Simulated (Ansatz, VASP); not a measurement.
## Sr: VASP beside Ansatz

```
Sr
1.0
    -2.42500    2.42500    2.61900
     2.42500   -2.42500    2.61900
     2.42500    2.42500   -2.61900
Sr
1
Direct
  0.00000 0.00000 0.00000
```

Change from the starting cell: strain +0.000 along x and y, +0.080 along z, atoms carried along.

Alike in both runs: task single point; functional PBE; k mesh 14 × 14 × 14; occupations gaussian, width 0.15 eV; no spin polarisation.

```csv
,VASP,Ansatz
version,VASP 6.6.1,Ansatz 0.2.0
potentials or method,"VASP PAW PBE potentials, release 64 (Sr_sv)","scalar-relativistic, plane waves, PAW"
plane-wave cutoff (eV),520,420
valence electrons in the cell,10,10
```

```tsv
	VASP	Ansatz	Ansatz less VASP
gap on the k mesh at the Fermi level (eV)	none	none	-
pressure (GPa)	-1.2	-1.2	0.00
largest component of the traceless stress (GPa)	0.05	0.05	+0.001
```

A gap of «none» marks a metal or a gap that the smearing closes.
